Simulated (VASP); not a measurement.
# Al (Fm-3m) in VASP: notebook

The runs below take Al through single point, with PBE.

Everything below comes from runs of VASP 6.6.1. Logs are shortened: lines on timing, memory, paths and dates and some standing lists are left out, and cuts for length are marked.

### Step 1. Starting point

Symmetry: Fm-3m, No. 225, cubic system. The conventional cell has a = 4.050 Å, b = 4.050 Å, c = 4.050 Å, α = 90.00°, β = 90.00°, γ = 90.00°. Al (site symmetry m-3m) is surrounded by 12 Al at 2.86 Å.

### Step 2. Single point, PBE

INCAR

```
SYSTEM = Al
PREC = Accurate
ENCUT = 600
EDIFF = 1E-7
ISMEAR = -1
SIGMA = 0.1
LREAL = .False.
LASPH = .True.
NELM = 100
ALGO = Normal
ISIF = 2
LWAVE = .False.
LCHARG = .False.
GGA = PE
NBANDS = 8
ADDGRID = .False.
```

KPOINTS

```
regular mesh
0
Gamma
  17 17 17
  0 0 0
```

POSCAR

```
Al
1.0
   -0.0142710000      2.0302060000      1.9470980000
    2.0319350000     -0.0386130000      1.9714400000
    2.0296090000      2.0522230000     -0.0362870000
Al
1
Direct
    0.0259050000     -0.0062880000     -0.0081470000
```

Potentials or basis: VASP PAW PBE potentials, release 64 (Al).

The run is started by

```
cat potpaw_PBE.64/Al/POTCAR > POTCAR
mpirun -np 1 vasp_std > vasp.out
```

OUTCAR:

```text
SYSTEM = Al
   PREC = Accurate
   ENCUT = 600
   EDIFF = 1E-7
   ISMEAR = -1
   LREAL = .False.
   LASPH = .True.
   NELM = 100
   ISIF = 2
   GGA = PE

 Found   2457 irreducible k-points:

 Following reciprocal coordinates:
            Coordinates               Weight
  0.000000  0.000000  0.000000      1.000000
  0.058824  0.000000 -0.000000      2.000000
  0.117647  0.000000 -0.000000      2.000000
  0.176471  0.000000 -0.000000      2.000000
  0.235294  0.000000 -0.000000      2.000000
  0.294118  0.000000 -0.000000      2.000000
   k-points           NKPTS =   2457   k-points in BZ     NKDIM =   2457   number of bands    NBANDS=      8
   number of dos      NEDOS =    301   number of ions     NIONS =      1
   total plane-waves  NPLWV =  13824
   dimension x,y,z NGX =    24 NGY =   24 NGZ =   24
   dimension x,y,z NGXF=    48 NGYF=   48 NGZF=   48
   ions per type =               1
   NGX,Y,Z   is equivalent  to a cutoff of  14.18, 14.09, 13.82 a.u.
   NGXF,Y,Z  is equivalent  to a cutoff of  28.37, 28.18, 27.64 a.u.
 SYSTEM =  Al
   PREC   = accura    normal or accurate (medium, high low for compatibility)
   ISTART =      0    job   : 0-new  1-cont  2-samecut
   ICHARG =      2    charge: 1-file 2-atom 10-const
   ISPIN  =      1    spin polarized calculation?
   LNONCOLLINEAR =      F non collinear calculations
   LSORBIT =      F    spin-orbit coupling
   LASPH  =      T    aspherical Exc in radial PAW
   ENCUT  =  600.0 eV  44.10 Ry    6.64 a.u.   5.62  5.66  5.77*2*pi/ulx,y,z
   NELM   =    100;   NELMIN=  2; NELMDL= -5     # of ELM steps
   EDIFF  = 0.1E-06   stopping-criterion for ELM
   LREAL  =      F    real-space projection
   EDIFFG = 0.1E-05   stopping-criterion for IOM
   NSW    =      0    number of steps for IOM
   IBRION =     -1    ionic relax: 0-MD 1-quasi-New 2-CG
   NFREE  =      0    steps in history (QN), initial steepest desc. (CG)
   ISIF   =      2    stress and relaxation
   ISYM   =      2    0-nonsym 1-usesym 2-fastsym
   POTIM  = 0.5000    time-step for ionic-motion
   TEBEG  =    0.0;   TEEND  =   0.0 temperature during run
   PSTRESS=    0.0 pullay stress
   NELECT =       3.0000    total number of electrons
   NUPDOWN=      -1.0000    fix difference up-down
   EMIN   =  10.00;   EMAX   =-10.00  energy-range for DOS
   EFERMI =   0.00;   METHOD = LEGACY
   ISMEAR =    -1;   SIGMA  =   0.10  broadening in eV -4-tet -1-fermi 0-gaus
   EFERMI_NEDOS =   21; number of points for ismear=-14 and -15
   IALGO  =     38    algorithm
   IMIX   =      4    mixing-type and parameters
     AMIX     =   0.40;   BMIX     =  1.00
     AMIX_MAG =   1.60;   BMIX_MAG =  1.00
  volume/ion in A,a.u.               =      16.60       112.04
  Fermi-wavevector in a.u.,A,eV,Ry     =   0.925526  1.748991 11.654732  0.856599
  Thomas-Fermi vector in A             =   2.051390
   LORBIT       =      0    0 simple, 1 ext, 2 COOP (PROOUT), +10 PAW based schemes
   GGA     = PE    functional components
   LHFCALC =     F    Hartree Fock is set to
   AEXX    =    0.0000 exact exchange contribution
   IVDW    =     0    specifies the selected vdW correction
   LEPSILON=     F    determine dielectric tensor
   LRPA    =     F    only Hartree local field effects (RPA)
 non-spin polarized calculation
  energy-cutoff  :      600.00
  volume of cell :       16.60
 maximum number of plane-waves:       566
   NGX = 11   NGY = 11   NGZ = 11

 number of electron       3.0000000 magnetization

 Free energy of the ion-electron system (eV)
  ---------------------------------------------------
  ext. energy  EPLUGINS =         0.00000000
  ---------------------------------------------------
  free energy    TOTEN  =        -3.74954790 eV

  energy without entropy =       -3.73656822  energy(sigma->0) =       -3.74305806

 E-fermi :   7.9194     XC(G=0): -10.1737

 val. band max:        7.9180632309   @ k =  -0.4118   0.1765   0.3529
 cond. band min:       7.9225330799   @ k =   0.3529  -0.0588   0.4706
 fundamental gap:      0.0044698491
 Fermi energy:         7.9193800086

 k-point     1 :       0.0000    0.0000    0.0000
  band No.  band energies     occupation
      1      -3.1566      2.00000
      2      20.0455      0.00000
      3      20.4250      0.00000
      4      21.1326      0.00000
      5      21.4462      0.00000
      6      21.8570      0.00000
      7      22.4955      0.00000
      8      24.5318      0.00000

 k-point     2 :       0.0588    0.0000   -0.0000
  band No.  band energies     occupation
      1      -3.0618      2.00000
      2      19.0284      0.00000
      3      19.7447      0.00000
      4      20.4453      0.00000
      5      21.9429      0.00000
      6      22.3603      0.00000
      7      23.0548      0.00000
      8      25.5572      0.00000

 k-point     3 :       0.1176    0.0000   -0.0000
  band No.  band energies     occupation
      1      -2.7779      2.00000
      2      16.7108      0.00000
      3      19.1836      0.00000
      4      19.8583      0.00000
      5      22.5330      0.00000
      6      22.8790      0.00000
      7      23.7872      0.00000
      8      25.0225      0.00000

 k-point     4 :       0.1765    0.0000   -0.0000
  band No.  band energies     occupation
      1      -2.3059      2.00000
      2      14.3487      0.00000
      3      18.7175      0.00000
      4      19.3964      0.00000
      5      22.3791      0.00000
      6      23.2526      0.00000
      7      23.9907      0.00000
      8      24.9630      0.00000

 k-point     5 :       0.2353    0.0000   -0.0000
  band No.  band energies     occupation
      1      -1.6478      2.00000
      2      12.0716      0.00000
      3      18.3841      0.00000
      4      19.0840      0.00000
      5      22.1586      0.00000
      6      22.2954      0.00000
      7      23.3065      0.00000
      8      25.8258      0.00000

 k-point     6 :       0.2941    0.0000   -0.0000
  band No.  band energies     occupation
      1      -0.8060      2.00000
      2       9.9174      0.00000
      3      18.1954      0.00000
      4      18.9282      0.00000
      5      21.2131      0.00000
      6      22.1457      0.00000
      7      22.2749      0.00000
      8      25.9369      0.00000

 [... further k-points ...]

------------------------ aborting loop because EDIFF is reached ----------------------------------------

  FORCE on cell =-STRESS in cart. coord.  units (eV):
  Direction    XX          YY          ZZ          XY          YZ          ZX
  --------------------------------------------------------------------------------------
  -------------------------------------------------------------------------------------
  Total       -0.0894163     -0.1424441      0.1315049      0.0364092      0.1121160      0.0186388
  in kB       -8.6287410    -13.7459650     12.6903313      3.5135128     10.8192820      1.7986616
  external PRESSURE =      -3.2281249 kB  Pullay stress =       0.0000000 kB

 VOLUME and BASIS-vectors are now :
 -----------------------------------------------------------------------------
  energy-cutoff  :      600.00
  volume of cell :       16.60
      direct lattice vectors                 reciprocal lattice vectors
    -0.014271000  2.030206000  1.947098000    -0.243600396  0.245440565  0.255882689
     2.031935000 -0.038613000  1.971440000     0.245113160 -0.237992671  0.249947439
     2.029609000  2.052223000 -0.036287000     0.245598817  0.239991210 -0.248434673

 POSITION                                       TOTAL-FORCE (eV/Angst)
 -----------------------------------------------------------------------------------
      4.03186      2.04973      1.97349         0.000000     -0.000000      0.000000
 -----------------------------------------------------------------------------------
    total drift:                                0.000000     -0.000000      0.000000

  FREE ENERGIE OF THE ION-ELECTRON SYSTEM (eV)
  ---------------------------------------------------
  free  energy   TOTEN  =        -3.7495479000 eV

  energy  without entropy=       -3.7365682157  energy(sigma->0) =       -3.74305806
```

It took 1.7 min on 1 thread of Intel Xeon 6975P-C (Granite Rapids), shared host; peak memory 0.42 GiB.

These settings aren't checked as converged: the numbers below hold their error.

What came out:

```
Free energy            : -3.7495 eV
Pressure               : -0.3 GPa
Band gap on the k mesh : none (metal or under the smearing width)
```

### Step 3. Single point, PBE

INCAR: that of step 2 with these lines changed.

```diff
@@ -2,3 +2,3 @@
 PREC = Accurate
-ENCUT = 600
+ENCUT = 900
 EDIFF = 1E-7
```

KPOINTS

```
regular mesh
0
Gamma
  15 15 15
  0 0 0
```

POSCAR

```
Al
1.0
    0.0000000000      2.0248050000      2.0248050000
    2.0248050000      0.0000000000      2.0248050000
    2.0248050000      2.0248050000      0.0000000000
Al
1
Direct
    0.0000000000      0.0000000000      0.0000000000
```

Potentials or basis: VASP PAW PBE potentials, release 64 (Al).

The run is started by

```
cat potpaw_PBE.64/Al/POTCAR > POTCAR
mpirun -np 1 vasp_std > vasp.out
```

OUTCAR:

```text
SYSTEM = Al
   PREC = Accurate
   ENCUT = 900
   EDIFF = 1E-7
   ISMEAR = -1
   LREAL = .False.
   LASPH = .True.
   NELM = 100
   ISIF = 2
   GGA = PE

 Found    120 irreducible k-points:

 Following reciprocal coordinates:
            Coordinates               Weight
  0.000000  0.000000  0.000000      1.000000
  0.066667  0.000000  0.000000      8.000000
  0.133333  0.000000  0.000000      8.000000
  0.200000  0.000000  0.000000      8.000000
  0.266667  0.000000  0.000000      8.000000
  0.333333  0.000000  0.000000      8.000000
   k-points           NKPTS =    120   k-points in BZ     NKDIM =    120   number of bands    NBANDS=      8
   number of dos      NEDOS =    301   number of ions     NIONS =      1
   total plane-waves  NPLWV =  21952
   dimension x,y,z NGX =    28 NGY =   28 NGZ =   28
   dimension x,y,z NGXF=    56 NGYF=   56 NGZF=   56
   ions per type =               1
   NGX,Y,Z   is equivalent  to a cutoff of  16.26, 16.26, 16.26 a.u.
   NGXF,Y,Z  is equivalent  to a cutoff of  32.51, 32.51, 32.51 a.u.
 SYSTEM =  Al
   PREC   = accura    normal or accurate (medium, high low for compatibility)
   ISTART =      0    job   : 0-new  1-cont  2-samecut
   ICHARG =      2    charge: 1-file 2-atom 10-const
   ISPIN  =      1    spin polarized calculation?
   LNONCOLLINEAR =      F non collinear calculations
   LSORBIT =      F    spin-orbit coupling
   LASPH  =      T    aspherical Exc in radial PAW
   ENCUT  =  900.0 eV  66.15 Ry    8.13 a.u.   7.00  7.00  7.00*2*pi/ulx,y,z
[... 59 lines left out ...]
      2      20.5197      0.00000
      3      20.5197      0.00000
      4      20.5197      0.00000
      5      21.9646      0.00000
      6      21.9646      0.00000
      7      21.9646      0.00000
      8      24.3556      0.00000
[... 45 lines left out ...]
 k-point     6 :       0.3333    0.0000    0.0000
  band No.  band energies     occupation
      1      -0.1785      2.00000
      2       8.4284      0.03483
      3      18.6584      0.00000
      4      18.6584      0.00000
      5      21.2442      0.00000
      6      21.2442      0.00000
      7      22.2089      0.00000
      8      25.2001      0.00000

 [... further k-points ...]

------------------------ aborting loop because EDIFF is reached ----------------------------------------

  FORCE on cell =-STRESS in cart. coord.  units (eV):
  Direction    XX          YY          ZZ          XY          YZ          ZX
  --------------------------------------------------------------------------------------
  -------------------------------------------------------------------------------------
  Total       -0.0556910     -0.0556910     -0.0556910     -0.0000000     -0.0000000      0.0000000
  in kB       -5.3742264     -5.3742264     -5.3742264     -0.0000000     -0.0000000      0.0000000
  external PRESSURE =      -5.3742264 kB  Pullay stress =       0.0000000 kB

 VOLUME and BASIS-vectors are now :
 -----------------------------------------------------------------------------
  energy-cutoff  :      900.00
  volume of cell :       16.60
      direct lattice vectors                 reciprocal lattice vectors
     0.000000000  2.024805000  2.024805000    -0.246937359  0.246937359  0.246937359
     2.024805000  0.000000000  2.024805000     0.246937359 -0.246937359  0.246937359
     2.024805000  2.024805000  0.000000000     0.246937359  0.246937359 -0.246937359

 POSITION                                       TOTAL-FORCE (eV/Angst)
 -----------------------------------------------------------------------------------
      0.00000      0.00000      0.00000        -0.000000      0.000000     -0.000000
 -----------------------------------------------------------------------------------
    total drift:                                0.000000     -0.000000     -0.000000

  FREE ENERGIE OF THE ION-ELECTRON SYSTEM (eV)
  ---------------------------------------------------
  free  energy   TOTEN  =        -3.7525083002 eV

  energy  without entropy=       -3.7395105128  energy(sigma->0) =       -3.74600941
```

Wall time 14 s (1 thread of Intel Xeon 6975P-C (Granite Rapids), shared host); peak memory 0.17 GiB.

The run converged, but some of its settings lie outside the range that counts as converged, so its numbers aren't taken as properties of the crystal.

Results:

* Free energy: -3.7525 eV
* Pressure: -0.5 GPa
* Band gap on the k mesh: none (metal or under the smearing width)

### Step 4. Single point, PBE

INCAR is that of step 3.

KPOINTS is that of step 3.

POSCAR

```
Al
1.0
   -0.0142710000      2.0302060000      1.9470980000
    2.0319350000     -0.0386130000      1.9714400000
    2.0296090000      2.0522230000     -0.0362870000
Al
1
Direct
    0.0259050000     -0.0062880000     -0.0081470000
```

The run is started by

```
cat potpaw_PBE.64/Al/POTCAR > POTCAR
mpirun -np 1 vasp_std > vasp.out
```

It took 3 min on 1 thread of Intel Xeon 6975P-C (Granite Rapids), shared host; peak memory 0.51 GiB.

These settings aren't checked as converged: the numbers below hold their error.

What came out:

```
Free energy            : -3.7477 eV
Pressure               : -0.4 GPa
Band gap on the k mesh : none (metal or under the smearing width)
```

### Step 5. Single point, PBE

INCAR: that of step 4 with these lines changed.

```diff
@@ -2,6 +2,6 @@
 PREC = Accurate
-ENCUT = 900
+ENCUT = 250
 EDIFF = 1E-7
 ISMEAR = -1
-SIGMA = 0.1
+SIGMA = 0.15
 LREAL = .False.
```

KPOINTS

```
regular mesh
0
Gamma
  5 5 5
  0 0 0
```

POSCAR

```
Al
1.0
    0.0000000000      2.0248050000      2.0248050000
    2.0248050000      0.0000000000      2.0248050000
    2.0248050000      2.0248050000      0.0000000000
Al
1
Direct
    0.0000000000      0.0000000000      0.0000000000
```

The run is started by

```
cat potpaw_PBE.64/Al/POTCAR > POTCAR
mpirun -np 1 vasp_std > vasp.out
```

Wall time 1.1 s (1 thread of Intel Xeon 6975P-C (Granite Rapids), shared host); peak memory 0.1 GiB.

These settings aren't checked as converged: the numbers below hold their error.

What came out:

| Property | Result |
| --- | --- |
| Free energy | -3.7123 eV |
| Band gap on the k mesh | none (metal or under the smearing width) |

Caveat: the k mesh is coarse (spacing up to 0.54 Å⁻¹), so the values aren't converged; the cutoff is under 1.25 times the usual one of these potentials, so pressure, stress and relaxed cells hold a basis-set (Pulay) error.

(Part 1 of 2 ends here.)
